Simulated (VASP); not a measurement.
A calculation with VASP 6.6.1 of CdSe (ASE script, structure typed inline):

File run.py:

```python
from ase import Atoms
from ase.calculators.vasp import Vasp
from ase.dft.bandgap import bandgap

atoms = Atoms(
    ['Cd', 'Se'],
    cell=[[0.0, 3.0702711986, 3.0702711986], [3.0702711986, 0.0, 3.0702711986], [3.0702711986, 3.0702711986, 0.0]],
    scaled_positions=[[0.0, 0.0, 0.0], [0.25, 0.25, 0.25]],
    pbc=True,
)
calc = Vasp(
    directory='calc',
    xc='pbesol',
    pp='PBE',
    setups='recommended',
    prec='Accurate',
    encut=520,
    ediff=1e-06,
    ismear=0,
    sigma=0.02,
    lreal=False,
    lasph=True,
    nelm=60,
    algo='Fast',
    isif=2,
    lwave=False,
    lcharg=True,
    lelf=True,
    lvhar=True,
    kpts=[8, 8, 8],
    gamma=True,
)
atoms.calc = calc

print('energy (eV):', atoms.get_potential_energy())
print('free energy (eV):', atoms.get_potential_energy(force_consistent=True))
print('forces (eV/A):')
print(atoms.get_forces())
print('stress (eV/A^3, Voigt):', atoms.get_stress())
print('Fermi level (eV):', calc.get_fermi_level())
gap, top, bottom = bandgap(calc)
print('band gap (eV):', gap, 'from (spin, k, band)', top, 'to', bottom)
```

Potentials or basis: VASP PAW PBE potentials, release 64 (Cd, Se).

Launch:

```console
$ python run.py
```

Measurements of this composition are mostly on another form, of space group No. 186.

**Question.** Write the same calculation in another form: native input, structure from a POSCAR.

**Answer.** As run:

INCAR

```
PREC = Accurate
ENCUT = 520
EDIFF = 1E-6
ISMEAR = 0
SIGMA = 0.02
LREAL = F
LASPH = T
NELM = 60
ALGO = Fast
ISIF = 2
LWAVE = F
LCHARG = T
GGA = PS
LELF = T
LVHAR = T
NBANDS = 16
```

The input KPOINTS:

```
Automatic mesh
0
Gamma
  8 8 8
```

Contents of POSCAR:

```
CdSe
4.342
    0.000000000000      0.707109902948      0.707109902948
    0.707109902948      0.000000000000      0.707109902948
    0.707109902948      0.707109902948      0.000000000000
Cd Se
1 1
Direct
    0.0000000000      0.0000000000      0.0000000000
    0.2500000000      0.2500000000      0.2500000000
```

Potentials or basis: VASP PAW PBE potentials, release 64 (Cd, Se).

Run with:

```sh
$ cat potpaw_PBE.64/Cd/POTCAR potpaw_PBE.64/Se/POTCAR > POTCAR
$ mpirun -np 1 vasp_std > vasp.out
```

Both were run:

|  | ASE script, structure typed inline | native input, structure from a POSCAR |
| --- | --- | --- |
| Pressure | -1.1 GPa | -1.1 GPa |
| Band gap on the k mesh | 0.43 eV, direct | 0.43 eV, direct |

Keys that steer only the numerical path or the files written may differ.

Caveat: the PAW data sets were made with another functional, which shifts forces and pressure a little.
